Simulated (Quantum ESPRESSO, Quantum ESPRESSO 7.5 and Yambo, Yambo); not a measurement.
## Quasiparticle gap of NaCl (Fm-3m) in Yambo

Wanted: ground state, empty states, screening and self-energy for NaCl (Fm-3m).

Main program and level: Quantum ESPRESSO 7.5 and Yambo 5.3.0; PBE and many-body steps on it, plane waves.

The database entry behind the starting cell differs from later determinations by our own check (an axis about 0.4 % short against later determinations), so it need not match the best structure at ambient conditions.

## 1. The structure

Symmetry: Fm-3m, No. 225, cubic system. The conventional cell has a = 5.620 Å, b = 5.620 Å, c = 5.620 Å, α = 90.00°, β = 90.00°, γ = 90.00°. Nearest to Na lie 6 Cl at 2.81 Å. Nearest to Cl lie 6 Na at 2.81 Å. Farther neighbours and most contacts between anions are not listed.

As a file:

```cif
data_structure
_symmetry_space_group_name_H-M 'P 1'
_symmetry_Int_Tables_number 1
_cell_length_a 3.9739
_cell_length_b 3.9739
_cell_length_c 3.9739
_cell_angle_alpha 60.000
_cell_angle_beta 60.000
_cell_angle_gamma 60.000
_cell_volume 44.38
loop_
_atom_site_label
_atom_site_type_symbol
_atom_site_fract_x
_atom_site_fract_y
_atom_site_fract_z
_atom_site_occupancy
Na1 Na 0.00000 0.00000 0.00000 1
Cl2 Cl 0.50000 0.50000 0.50000 1
```

The cell and positions come from the Crystallography Open Database and are kept as given unless a step says otherwise.

## 2. Ground state

This step: Quantum ESPRESSO 7.5; DFT, PBE, plane waves, norm-conserving pseudopotentials.

The ground-state density comes first.

The input, pw.in:

```
&control
  calculation = 'scf'
  prefix = 'x'
  outdir = 'o'
  pseudo_dir = 'pseudo'
/
&system
  ibrav = 0
  nat = 2
  ntyp = 2
  ecutwfc = 76.0
  nbnd = 13
  force_symmorphic = .true.
/
&electrons
  conv_thr = 1e-10
  electron_maxstep = 80
  mixing_beta = 0.5
/
ATOMIC_SPECIES
  Na 22.99 Na.upf
  Cl 35.45 Cl.upf
CELL_PARAMETERS angstrom
  0.0000000000 2.8100000000 2.8100000000
  2.8100000000 0.0000000000 2.8100000000
  2.8100000000 2.8100000000 0.0000000000
ATOMIC_POSITIONS crystal
  Na 0.0000000000 0.0000000000 0.0000000000
  Cl 0.5000000000 0.5000000000 0.5000000000
K_POINTS automatic
  6 6 6 0 0 0
```

Launch:

```bash
OMP_NUM_THREADS=1 mpirun -n 4 pw.x -nk 4 -in pw.in > pw.out
```

Output:

```text
Program PWSCF v.7.5 starts

     This program is part of the open-source Quantum ESPRESSO suite
     for quantum simulation of materials; please cite
         "P. Giannozzi et al., J. Phys.:Condens. Matter 21 395502 (2009);
         "P. Giannozzi et al., J. Phys.:Condens. Matter 29 465901 (2017);
         "P. Giannozzi et al., J. Chem. Phys. 152 154105 (2020);
     in publications or presentations arising from this work. More details at
     Message from routine setup:
     using ibrav=0 with symmetry is DISCOURAGED, use correct ibrav instead

     G-vector sticks info

     bravais-lattice index     =            0
     lattice parameter (alat)  =       7.5097  a.u.
     unit-cell volume          =     299.4646 (a.u.)^3
     number of atoms/cell      =            2
     number of atomic types    =            2
     number of electrons       =        16.00
     number of Kohn-Sham states=           13
     kinetic-energy cutoff     =      76.0000  Ry
     charge density cutoff     =     304.0000  Ry
     scf convergence threshold =      1.0E-10
     mixing beta               =       0.5000
     number of iterations used =            8  plain     mixing
     Exchange-correlation= PBE
                           (   1   4   3   4   0   0   0)

     celldm(1)=   7.509658  celldm(2)=   0.000000  celldm(3)=   0.000000
     celldm(4)=   0.000000  celldm(5)=   0.000000  celldm(6)=   0.000000

     crystal axes: (cart. coord. in units of alat)
               a(1) = (   0.000000   0.707107   0.707107 )
               a(2) = (   0.707107   0.000000   0.707107 )
               a(3) = (   0.707107   0.707107   0.000000 )

     reciprocal axes: (cart. coord. in units 2 pi/alat)
               b(1) = ( -0.707107  0.707107  0.707107 )
               b(2) = (  0.707107 -0.707107  0.707107 )
               b(3) = (  0.707107  0.707107 -0.707107 )
     Pseudo is Norm-conserving, Zval =  9.0
     Generated using ONCVPSP code by D. R. Hamann
     Using radial grid of 1992 points,  4 beta functions with:
     Pseudo is Norm-conserving + core correction, Zval =  7.0
     Generated using ONCVPSP code by D. R. Hamann
     Using radial grid of 1028 points,  6 beta functions with:
     Na                9.00    22.99000     Na( 1.00)
     Cl                7.00    35.45000     Cl( 1.00)

     48 Sym. Ops., with inversion, found

   Cartesian axes

     site n.     atom                  positions (alat units)
         1        Na     tau(   1) = (   0.0000000   0.0000000   0.0000000  )
         2        Cl     tau(   2) = (   0.7071068   0.7071068   0.7071068  )

     number of k points=    16
                       cart. coord. in units 2pi/alat
        k(    1) = (   0.0000000   0.0000000   0.0000000), wk =   0.0092593
        k(    2) = (   0.1178511   0.1178511  -0.1178511), wk =   0.0740741
        k(    3) = (   0.2357023   0.2357023  -0.2357023), wk =   0.0740741
        k(    4) = (  -0.3535534  -0.3535534   0.3535534), wk =   0.0370370
        k(    5) = (   0.2357023   0.0000000  -0.0000000), wk =   0.0555556
        k(    6) = (   0.3535534   0.1178511  -0.1178511), wk =   0.2222222
        k(    7) = (  -0.2357023  -0.4714045   0.4714045), wk =   0.2222222
        k(    8) = (  -0.1178511  -0.3535534   0.3535534), wk =   0.2222222
        k(    9) = (   0.0000000  -0.2357023   0.2357023), wk =   0.1111111
        k(   10) = (   0.4714045   0.0000000  -0.0000000), wk =   0.0555556
     [... 4 further rows ...]
        k(   15) = (  -0.1178511  -0.3535534   0.5892557), wk =   0.2222222
        k(   16) = (  -0.7071068   0.2357023   0.0000000), wk =   0.1111111

     Dense  grid:    26813 G-vectors     FFT dimensions: (  45,  45,  45)

     Initial potential from superposition of free atoms

     starting charge      15.9937, renormalised to      16.0000
     Starting wfcs are    9 randomized atomic wfcs +    4 random wfcs

     per-process dynamical memory:    23.3 Mb

     Self-consistent Calculation

     iteration #  1     ecut=    76.00 Ry     beta= 0.50

     Threshold (ethr) on eigenvalues was too large:
     Diagonalizing with lowered threshold

     total energy              =    -124.48249237 Ry
     estimated scf accuracy    <       0.04907676 Ry

     iteration #  2     ecut=    76.00 Ry     beta= 0.50

     total energy              =    -124.49193164 Ry
     estimated scf accuracy    <       0.00227950 Ry

     iteration #  3     ecut=    76.00 Ry     beta= 0.50

     total energy              =    -124.49224266 Ry
     estimated scf accuracy    <       0.00055898 Ry

     iteration #  4     ecut=    76.00 Ry     beta= 0.50

     total energy              =    -124.49229384 Ry
     estimated scf accuracy    <       0.00000574 Ry

     iteration #  5     ecut=    76.00 Ry     beta= 0.50

     total energy              =    -124.49229662 Ry
     estimated scf accuracy    <       0.00000061 Ry

     iteration #  6     ecut=    76.00 Ry     beta= 0.50

     total energy              =    -124.49229691 Ry
     estimated scf accuracy    <       0.00000007 Ry

     iteration #  7     ecut=    76.00 Ry     beta= 0.50

     total energy              =    -124.49229693 Ry
     estimated scf accuracy    <          2.1E-09 Ry

     iteration #  8     ecut=    76.00 Ry     beta= 0.50

     End of self-consistent calculation

          k = 0.0000 0.0000 0.0000 (  3383 PWs)   bands (ev):

   -47.7638 -19.6862 -19.6862 -19.6862 -11.5392   1.1413   1.1413   1.1413
     6.2911  12.2033  12.2033  12.2033  14.2947

          k = 0.1179 0.1179-0.1179 (  3353 PWs)   bands (ev):

   -47.7636 -19.6937 -19.6866 -19.6866 -11.4569   0.5325   1.0713   1.0713
     7.1095  11.4436  12.4827  12.4828  14.0004

          k = 0.2357 0.2357-0.2357 (  3356 PWs)   bands (ev):

   -47.7632 -19.7090 -19.6878 -19.6878 -11.2849  -0.4108   0.9377   0.9377
     8.2193  11.2585  12.2909  12.2910  15.0778

          k =-0.3536-0.3536 0.3536 (  3354 PWs)   bands (ev):

     [... further k-points ...]

     highest occupied, lowest unoccupied level (ev):     1.1413    6.2911

!    total energy              =    -124.49229693 Ry
     estimated scf accuracy    <          2.5E-11 Ry

     The total energy is the sum of the following terms:
     one-electron contribution =     -73.86213402 Ry
     hartree contribution      =      41.26218262 Ry
     xc contribution           =     -22.84146010 Ry
     ewald contribution        =     -69.05088543 Ry

     convergence has been achieved in   8 iterations

     XML data file, charge density, pseudopotentials, collected wavefunctions

=------------------------------------------------------------------------------=
   JOB DONE.
=------------------------------------------------------------------------------=
```

Elapsed: 4.3 s, on 4 MPI ranks of Arm Neoverse V1, shared host; peak memory 0.24 GiB; 17 s of CPU time.

This step gave:

```
total energy               : -1693.8040 eV
gap                        : 5.150 eV
k of the valence top       : 0, 0, 0
k of the conduction bottom : 0, 0, 0
least direct gap           : 5.150 eV
```

The gap is direct, at Γ.

## 3. Bands along the symmetry lines

Levels along a band path, at the cheap level, show where the edges lie and whether the meshes to come will hold them.

The input, pw.in:

```
&control
  calculation = 'bands'
  prefix = 'x'
  outdir = 'o'
  pseudo_dir = 'pseudo'
/
&system
  ibrav = 0
  nat = 2
  ntyp = 2
  ecutwfc = 76.0
  nbnd = 14
  force_symmorphic = .true.
/
&electrons
  conv_thr = 1e-9
  electron_maxstep = 80
  diago_full_acc = .true.
  diago_thr_init = 5e-6
/
ATOMIC_SPECIES
  Na 22.99 Na.upf
  Cl 35.45 Cl.upf
CELL_PARAMETERS angstrom
  0.0000000000 2.8100000000 2.8100000000
  2.8100000000 0.0000000000 2.8100000000
  2.8100000000 2.8100000000 0.0000000000
ATOMIC_POSITIONS crystal
  Na 0.0000000000 0.0000000000 0.0000000000
  Cl 0.5000000000 0.5000000000 0.5000000000
K_POINTS crystal
  50
  0.00000000 0.00000000 0.00000000 1
  0.06250000 0.00000000 0.06250000 1
  0.12500000 0.00000000 0.12500000 1
  0.18750000 0.00000000 0.18750000 1
  0.25000000 0.00000000 0.25000000 1
  0.31250000 0.00000000 0.31250000 1
  0.37500000 0.00000000 0.37500000 1
  0.43750000 0.00000000 0.43750000 1
  0.50000000 0.00000000 0.50000000 1
  0.51562500 0.03125000 0.51562500 1
  0.53125000 0.06250000 0.53125000 1
  0.54687500 0.09375000 0.54687500 1
  0.56250000 0.12500000 0.56250000 1
  0.57812500 0.15625000 0.57812500 1
  0.59375000 0.18750000 0.59375000 1
  0.60937500 0.21875000 0.60937500 1
  0.62500000 0.25000000 0.62500000 1
  0.37500000 0.37500000 0.75000000 1
  0.32812500 0.32812500 0.65625000 1
  0.28125000 0.28125000 0.56250000 1
  0.23437500 0.23437500 0.46875000 1
  0.18750000 0.18750000 0.37500000 1
  0.14062500 0.14062500 0.28125000 1
  0.09375000 0.09375000 0.18750000 1
  0.04687500 0.04687500 0.09375000 1
  0.00000000 0.00000000 0.00000000 1
  0.06250000 0.06250000 0.06250000 1
  0.12500000 0.12500000 0.12500000 1
  0.18750000 0.18750000 0.18750000 1
  0.25000000 0.25000000 0.25000000 1
  0.31250000 0.31250000 0.31250000 1
  0.37500000 0.37500000 0.37500000 1
  0.43750000 0.43750000 0.43750000 1
  0.50000000 0.50000000 0.50000000 1
  0.50000000 0.46875000 0.53125000 1
  0.50000000 0.43750000 0.56250000 1
  0.50000000 0.40625000 0.59375000 1
  0.50000000 0.37500000 0.62500000 1
  0.50000000 0.34375000 0.65625000 1
  0.50000000 0.31250000 0.68750000 1
  0.50000000 0.28125000 0.71875000 1
  0.50000000 0.25000000 0.75000000 1
  0.50000000 0.21875000 0.71875000 1
  0.50000000 0.18750000 0.68750000 1
  0.50000000 0.15625000 0.65625000 1
  0.50000000 0.12500000 0.62500000 1
  0.50000000 0.09375000 0.59375000 1
  0.50000000 0.06250000 0.56250000 1
  0.50000000 0.03125000 0.53125000 1
  0.50000000 0.00000000 0.50000000 1
```

Output:

```text
[banner, memory and clock lines left out]
Program PWSCF v.7.5 starts

     Atomic positions and unit cell read from directory:
     o/x.save/

     Message from routine setup:
     using ibrav=0 with symmetry is DISCOURAGED, use correct ibrav instead

     G-vector sticks info

     bravais-lattice index     =            0
     lattice parameter (alat)  =       7.5097  a.u.
     unit-cell volume          =     299.4646 (a.u.)^3
     number of atoms/cell      =            2
     number of atomic types    =            2
     number of electrons       =        16.00
     number of Kohn-Sham states=           14
     kinetic-energy cutoff     =      76.0000  Ry
     charge density cutoff     =     304.0000  Ry
     Exchange-correlation= PBE
                           (   1   4   3   4   0   0   0)

     celldm(1)=   7.509658  celldm(2)=   0.000000  celldm(3)=   0.000000
     celldm(4)=   0.000000  celldm(5)=   0.000000  celldm(6)=   0.000000

     crystal axes: (cart. coord. in units of alat)
               a(1) = (   0.000000   0.707107   0.707107 )
               a(2) = (   0.707107   0.000000   0.707107 )
               a(3) = (   0.707107   0.707107   0.000000 )

     reciprocal axes: (cart. coord. in units 2 pi/alat)
               b(1) = ( -0.707107  0.707107  0.707107 )
               b(2) = (  0.707107 -0.707107  0.707107 )
               b(3) = (  0.707107  0.707107 -0.707107 )
     Pseudo is Norm-conserving, Zval =  9.0
     Generated using ONCVPSP code by D. R. Hamann
     Using radial grid of 1992 points,  4 beta functions with:
     Pseudo is Norm-conserving + core correction, Zval =  7.0
     Generated using ONCVPSP code by D. R. Hamann
     Using radial grid of 1028 points,  6 beta functions with:
     Na                9.00    22.99000     Na( 1.00)
     Cl                7.00    35.45000     Cl( 1.00)

     48 Sym. Ops., with inversion, found

   Cartesian axes

     site n.     atom                  positions (alat units)
         1        Na     tau(   1) = (   0.0000000   0.0000000   0.0000000  )
         2        Cl     tau(   2) = (   0.7071068   0.7071068   0.7071068  )

     number of k points=    50
                       cart. coord. in units 2pi/alat
        k(    1) = (   0.0000000   0.0000000   0.0000000), wk =   0.0400000
        k(    2) = (   0.0000000   0.0883883   0.0000000), wk =   0.0400000
        k(    3) = (   0.0000000   0.1767767   0.0000000), wk =   0.0400000
[...]
[... 38 further rows ...]
        k(   49) = (   0.0441942   0.7071068   0.0000000), wk =   0.0400000
        k(   50) = (   0.0000000   0.7071068   0.0000000), wk =   0.0400000

     Dense  grid:    26813 G-vectors     FFT dimensions: (  45,  45,  45)

     The potential is recalculated from file :
     o/x.save/charge-density

     Starting wfcs are    9 randomized atomic wfcs +    5 random wfcs

     Band Structure Calculation

     End of band structure calculation

          k = 0.0000 0.0000 0.0000 (  3383 PWs)   bands (ev):

   -47.7639 -19.6862 -19.6862 -19.6862 -11.5392   1.1413   1.1413   1.1413
     6.2911  12.2033  12.2033  12.2033  14.2948  14.2948

          k = 0.0000 0.0884 0.0000 (  3371 PWs)   bands (ev):

   -47.7638 -19.6873 -19.6865 -19.6865 -11.5227   1.0289   1.1152   1.1152
     6.4721  11.9526  12.2967  12.2967  14.0237  14.3474

          k = 0.0000 0.1768 0.0000 (  3371 PWs)   bands (ev):

   -47.7637 -19.6904 -19.6874 -19.6874 -11.4765   0.7455   1.0424   1.0424
     6.9546  11.3985  12.5685  12.5685  13.3748  14.5025

          k =-0.0000 0.2652 0.0000 (  3339 PWs)   bands (ev):

[...]
k = 0.0000 0.4419-0.0000 (  3355 PWs)   bands (ev):

[...]
k =-0.0000 0.5303 0.0000 (  3370 PWs)   bands (ev):

[...]
k = 0.0000 0.6187-0.0000 (  3334 PWs)   bands (ev):

[...]
k = 0.4640 0.4640-0.0000 (  3344 PWs)   bands (ev):

[...]
k = 0.3315 0.3315-0.0000 (  3360 PWs)   bands (ev):

[...]
k = 0.3094 0.7071-0.0000 (  3348 PWs)   bands (ev):

[...]
k = 0.2210 0.7071-0.0000 (  3344 PWs)   bands (ev):

[...]
k = 0.1768 0.7071-0.0000 (  3350 PWs)   bands (ev):

[...]
k = 0.0442 0.7071 0.0000 (  3338 PWs)   bands (ev):

   -47.7627 -19.7069 -19.6947 -19.6947 -11.1455  -0.5355   0.5229   0.5298
     8.7252   9.2264  12.5041  15.5716  16.0345  16.5503

          k = 0.0000 0.7071 0.0000 (  3338 PWs)   bands (ev):

   -47.7627 -19.7070 -19.6946 -19.6946 -11.1461  -0.5439   0.5360   0.5360
     8.6899   9.1941  12.5380  16.0206  16.0206  16.1877

     XML data file, pseudopotentials, collected wavefunctions
```

Run time: 4.6 s. Hardware: 4 MPI ranks; peak memory 0.21 GiB; 18 s of CPU time.

This step gave:

```
gap                        : 5.150 eV
k of the valence top       : 0, 0, 0
k of the conduction bottom : 0, 0, 0
least direct gap           : 5.150 eV
```

The gap is 5.150 eV, as in the run before at this level.

Electronic bands along the path, in eV, zero at the top of the highest filled band; v1 is the highest filled band, c1 the lowest empty one:

| point | v4 | v3 | v2 | v1 | c1 | c2 | c3 | c4 |
| --- | --- | --- | --- | --- | --- | --- | --- | --- |
| Γ | -12.68 | 0.00 | 0.00 | 0.00 | 5.15 | 11.06 | 11.06 | 11.06 |
| halfway | -12.47 | -1.08 | -0.32 | -0.32 | 7.13 | 9.10 | 10.83 | 12.41 |
| X | -12.29 | -1.69 | -0.61 | -0.61 | 7.55 | 8.05 | 11.40 | 14.88 |
| halfway | -12.28 | -1.62 | -0.77 | -0.58 | 7.79 | 8.33 | 11.15 | 13.72 |
| U | -12.28 | -1.43 | -1.13 | -0.50 | 8.24 | 9.04 | 10.59 | 12.74 |
| jump to K | -12.28 | -1.43 | -1.13 | -0.50 | 8.24 | 9.04 | 10.59 | 12.74 |
| halfway | -12.45 | -1.24 | -0.47 | -0.16 | 7.32 | 9.68 | 10.76 | 11.84 |
| Γ | -12.68 | 0.00 | 0.00 | 0.00 | 5.15 | 11.06 | 11.06 | 11.06 |
| halfway | -12.51 | -1.11 | -0.14 | -0.14 | 6.62 | 10.01 | 11.34 | 11.34 |
| L | -12.34 | -1.95 | -0.27 | -0.27 | 7.28 | 10.72 | 10.92 | 10.92 |
| halfway | -12.30 | -1.67 | -0.77 | -0.42 | 8.34 | 9.55 | 10.28 | 11.69 |
| W | -12.27 | -1.20 | -1.20 | -0.76 | 8.85 | 9.71 | 9.71 | 11.37 |
| halfway | -12.28 | -1.55 | -0.80 | -0.69 | 8.07 | 8.54 | 10.89 | 12.75 |
| X | -12.29 | -1.69 | -0.61 | -0.61 | 7.55 | 8.05 | 11.40 | 14.88 |

The electronic bands as a text plot (rows in eV, shown from -8.0 to 11.1 only):

```
   10.8 |++   +++++    ++++     +    ++++++    +++++++       ++
   10.0 |  +++             ++++++++++      +++++    +++++++++
    9.2 |     ++         +++                          +++++++
    8.4 |       ++++++++++++++++                      +     +++++
    7.6 |       +++++++++       +              +++++++        +++
    6.8 |    +++                 ++         +++
    6.0 |  ++                      ++    +++
    5.2 |++                          ++++
    4.4 |
    3.6 |
    2.8 |
    2.0 |
    1.2 |
    0.4 |*                           ****
   -0.4 | ****************************  *************************
   -1.2 |     *****     ***********         ***        ********
   -2.0 |          *****                       ********        **
   -2.8 |
   -3.6 |
   -4.4 |
   -5.2 |
   -6.0 |
   -6.8 |
   -7.6 |
         Γ           X  U|K            Γ         L        W     X
```

[end of part 1 of 3]

[Paths, hosts, dates, memory and timing lines, banners, echoed tables and standing remarks are left out of the program output.]

[Logs are printed without paths, hosts, clocks, repeated set-up lines and the standing remarks that a program may print on its own settings, such as how far it seeks lower states.]

[Runs of the session that timed out or met a known fault of the program may be left out.]

[Hosts, paths, dates, database ids (printed as entryN), source tags and the programs' standing remarks are cut or masked in the printed files.]
